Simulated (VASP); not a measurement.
# SiC214 (a cell with a defect) in VASP: hyperfine couplings with PBE

Aim: the hyperfine couplings of SiC214 (a cell with a defect) with PBE.

All numbers are computed with VASP 6.6.1; they aren't measurements. Logs are shortened: lines on timing, memory, paths and dates and some standing lists are left out, and cuts for length are marked.

## Step 1: The crystal as given

The cell holds a defect, 215 atoms: a = 10.716 Å, b = 10.716 Å, c = 10.716 Å, α = 90.00°, β = 90.00°, γ = 90.00°.

The cell was built by a generator and needn't be a form met in nature.

## Step 2: Hyperfine couplings, PBE, collinear spin, ferromagnetic start

File INCAR:

```
SYSTEM = SiC214
PREC     = Accurate       ! precision mode
ENCUT    = 420            ! plane-wave cutoff, eV
EDIFF    = 1E-7           ! SCF threshold, eV
ISMEAR   = 0              ! smearing method
SIGMA    = 0.01           ! smearing width, eV
LREAL    = .FALSE.        ! projectors in reciprocal space
LASPH    = .TRUE.         ! aspherical terms in the spheres
NELM     = 100            ! most SCF steps
ALGO     = Fast           ! electronic algorithm
ISIF     = 2              ! what is computed and relaxed
LWAVE    = .FALSE.        ! write WAVECAR
LCHARG   = .FALSE.        ! write CHGCAR
ISPIN    = 2              ! spin polarisation
MAGMOM   = 0.32 0 0.32 0 0.32 0 0 0 0 0 0 0 0 0 0 0 0 0 0 0 0 0 0 0 0 0 0 0 0 0 0 0 0 0 0 0 0 0 0 0 0 0 0 0 0 0 0 0 0 0 0 0 0 0 0 0 0 0 0 0 0 0 0 0 0 0.32 0 0 0 0 0 0 0 0 0 0 0 0 0 0 0 0 0 0 0 0 0 0 0 0 0 0 0 0 0 0 0 0 0 0 0 0 0 0 0 0 0 0 0 0 0 0 0 0 0 0 0 0 0 0 0 0 0 0 0 0 0 0 0 0 0 0 0 0 0 0 0 0 0 0 0 0 0 0 0 0 0 0 0 0 0 0 0 0 0 0 0 0 0 0 0 0 0 0.32 0 0 0 0 0 0 0 0 0 0 0 0 0 0 0 0 0 0 0 0 0 0 0 0 0 0 0 0 0 0 0 0 0 0.32 0 0 0 0 0 0 0 0 0 0 0 0 0 0 0 0 0 ! initial moments
LORBIT   = 11             ! projections on sites
NUPDOWN  = 2              ! fixed moment
GGA      = PE             ! functional
LHYPERFINE= .TRUE.       
ISYM     = 0            
NCORE    = 4            
LDMATRIX = .TRUE.       
NGYROMAG = 10.7084 -8.4655
LEFG     = .TRUE.
```

File KPOINTS:

```
regular mesh
0
G
  1 1 1
  0 0 0
```

File POSCAR:

```
SiC214                                  
1.0
   10.7160000000      0.0000000000      0.0000000000
    0.0000000000     10.7160000000      0.0000000000
    0.0000000000      0.0000000000     10.7160000000
  C               Si            
   214     1
Direct
     0.9898748768214984    0.1677009808753570    0.1677009682834242
     0.0808486769586681    0.2469185680177349    0.2469185486252974
     0.1677009887193720    0.9898748637099912    0.1677009766394879
     0.2469185653104556    0.0808486663391173    0.2469185593420797
     0.1677009908775847    0.1677009798834054    0.9898748798560569
     0.2469185582242487    0.2469185626213050    0.0808486797465569
[... 207 lines left out ...]
     0.9184710935975654    0.9184710886406594    0.7521943012695771
     0.0416666701863680    0.0416666626653609    0.0416666632696345
```

Potentials or basis: VASP PAW PBE potentials, release 64 (C, Si).

Command:

```sh
> cat potpaw_PBE.64/C/POTCAR potpaw_PBE.64/Si/POTCAR > POTCAR
> mpirun -np 8 vasp_std > vasp.out
```

OUTCAR:

```text
SYSTEM = SiC214
   PREC = Accurate
   ENCUT = 420
   EDIFF = 1E-7
   ISMEAR = 0
   LREAL = .FALSE.
   LASPH = .TRUE.
   NELM = 100
   ISIF = 2
   ISPIN = 2
   LORBIT = 11
   NUPDOWN = 2
   GGA = PE
   ISYM = 0

 ion  position               nearest neighbor table
   1  0.990  0.168  0.168- 150 1.52 148 1.52   2 1.55 215 1.99
   2  0.081  0.247  0.247-   1 1.55  27 1.55  13 1.55  31 1.57
   3  0.168  0.990  0.168-  54 1.52  50 1.52   4 1.55 215 1.99
   4  0.247  0.081  0.247-   3 1.55  73 1.55  13 1.55  79 1.57
   5  0.168  0.168  0.990-  20 1.52  18 1.52   6 1.55 215 1.99
   6  0.247  0.247  0.081-   5 1.55  27 1.55  73 1.55  95 1.57
[... 206 lines left out ...]
 213  0.834  0.834  0.668- 208 1.54 204 1.55 202 1.55 214 1.56
 214  0.918  0.918  0.752-  15 1.54  65 1.55 163 1.55 213 1.56
 215  0.042  0.042  0.042-  66 1.99   1 1.99   5 1.99   3 1.99 164 1.99 198 1.99

IMPORTANT INFORMATION: All symmetrisations will be switched off!
NOSYMM: (Re-)initialisation of all symmetry stuff for point group C_1.

----------------------------------------------------------------------------------------

                                     Primitive cell

  volume of cell :    1230.5467

  direct lattice vectors                    reciprocal lattice vectors
    10.716000000  0.000000000  0.000000000     0.093318402  0.000000000  0.000000000
     0.000000000 10.716000000  0.000000000     0.000000000  0.093318402  0.000000000
     0.000000000  0.000000000 10.716000000     0.000000000  0.000000000  0.093318402

  length of vectors
    10.716000000 10.716000000 10.716000000     0.093318402  0.093318402  0.093318402

  position of ions in fractional coordinates (direct lattice)
     0.989874877  0.167700981  0.167700968
     0.080848677  0.246918568  0.246918549
     0.167700989  0.989874864  0.167700977
     0.246918565  0.080848666  0.246918559
     0.167700991  0.167700980  0.989874880
     0.246918558  0.246918563  0.080848680
[... 175 lines left out ...]
     0.916444735  0.583007634  0.417387250
     0.666601508  0.333802439  0.666601504
   k-points           NKPTS =      1   k-points in BZ     NKDIM =      1   number of bands    NBANDS=    540
   number of dos      NEDOS =    301   number of ions     NIONS =    215
   total plane-waves  NPLWV = 373248
   dimension x,y,z NGX =    72 NGY =   72 NGZ =   72
   dimension x,y,z NGXF=   144 NGYF=  144 NGZF=  144
[... 1672 lines left out ...]
   1      -0.033       0.153       1.000
   2       0.009       0.004       1.000
   3      -0.033       0.153       1.000
   4       0.009       0.004       1.000
   5      -0.033       0.153       1.000
   6       0.009       0.004       1.000
[... 207 lines left out ...]
 214       0.005       0.512       1.000
 215       0.034       0.000       1.000
----------------------------------------------------------------------

 Fermi contact (isotropic) hyperfine coupling parameter (MHz)
 -------------------------------------------------------------
  ion      A_pw      A_1PS     A_1AE     A_1c      A_tot
 -------------------------------------------------------------
   1       6.834     6.879    40.981   -11.663    40.935
   2      -0.019    -0.021    -2.608    -0.098    -2.606
   3       6.834     6.879    40.981   -11.663    40.935
   4      -0.019    -0.021    -2.608    -0.098    -2.606
   5       6.834     6.879    40.981   -11.663    40.935
   6      -0.019    -0.021    -2.608    -0.098    -2.606
[... 207 lines left out ...]
 214       0.216     0.217     1.034    -0.386     1.032
 215      -0.263    -0.261    43.015    -0.112    43.012
 -------------------------------------------------------------

 Dipolar hyperfine coupling parameters (MHz)
 ---------------------------------------------------------------------
  ion      A_xx      A_yy      A_zz      A_xy      A_xz      A_yz
 ---------------------------------------------------------------------
   1       0.825    -0.412    -0.412   -10.542   -10.542     9.799
   2      -0.202     0.101     0.101    -0.342    -0.342     0.623
   3      -0.412     0.825    -0.412   -10.542     9.799   -10.542
   4       0.101    -0.202     0.101    -0.342     0.623    -0.342
   5      -0.412    -0.412     0.825     9.799   -10.542   -10.542
   6       0.101     0.101    -0.202     0.623    -0.342    -0.342
[... 207 lines left out ...]
 214       0.020     0.020    -0.041    -0.450     0.217     0.217
 215      -0.000    -0.000     0.000    -0.925    -0.925    -0.925
 ---------------------------------------------------------------------

 Total hyperfine coupling parameters after diagonalization (MHz)
 (convention: |A_zz| > |A_xx| > |A_yy|)
 ----------------------------------------------------------------------
  ion      A_xx      A_yy      A_zz     asymmetry (A_yy - A_xx)/ A_zz
 ----------------------------------------------------------------------
   1      30.723    30.530    61.552      -0.003
   2      -3.015    -1.675    -3.129      -0.428
   3      30.723    30.530    61.552      -0.003
   4      -3.015    -1.675    -3.129      -0.428
   5      30.723    30.530    61.552      -0.003
   6      -3.015    -1.675    -3.129      -0.428
[... 207 lines left out ...]
 214       1.161     0.433     1.503      -0.484
 215      43.937    41.162    43.937      -0.063
 ---------------------------------------------------------------------

 Spin-spin contribution to zero-field splitting tensor (MHz)
 ---------------------------------------------------------------
      D_xx      D_yy      D_zz      D_xy      D_xz      D_yz
 ---------------------------------------------------------------
      0.000    -0.000     0.000   213.666   213.665   213.666
 ---------------------------------------------------------------

 after diagonalization
 ---------------------------------------------
     D_diag          eigenvector (x,y,z)
 ---------------------------------------------
   -213.665      -0.718     0.021     0.696
   -213.667      -0.390     0.816    -0.427
    427.332      -0.577    -0.577    -0.577
---------------------------------------------

 total charge

# of ion       s       p       d       tot
------------------------------------------
    1        0.839   1.739   0.000   2.579
    2        0.828   1.725   0.000   2.553
    3        0.839   1.739   0.000   2.579
    4        0.828   1.725   0.000   2.553
    5        0.839   1.739   0.000   2.579
    6        0.828   1.725   0.000   2.553
[... 207 lines left out ...]
  214        0.830   1.739   0.000   2.569
  215        0.685   1.021   0.000   1.706
--------------------------------------------------
tot        178.607 374.885   0.000 553.492

 magnetization (x)

# of ion       s       p       d       tot
------------------------------------------
    1        0.012   0.111   0.000   0.123
    2       -0.001   0.000   0.000  -0.001
    3        0.012   0.111   0.000   0.123
    4       -0.001   0.000   0.000  -0.001
    5        0.012   0.111   0.000   0.123
    6       -0.001   0.000   0.000  -0.001
[... 207 lines left out ...]
  214        0.000   0.004   0.000   0.004
  215       -0.009  -0.020   0.000  -0.029
--------------------------------------------------
tot          0.088   1.275   0.000   1.363
```

Run time: 18 min. Hardware: 8 MPI ranks of AMD EPYC 9R45 (Zen 5), shared host; peak memory 0.38 GiB.

Results:

```yaml
Free_energy: -1944.6636 eV
Largest_force: 0.008 eV/Å
Net_moment: 2.00 μB per cell
Site_moments: C +0.12, -0.00, +0.00, +0.01; Si -0.03 μB
Valence_electrons_inside_the_program's_atomic_spheres: C 2.58, 2.55, 2.57, 2.59; Si 1.71
```

Caveat: the total moment is fixed, so each spin has its own Fermi level.
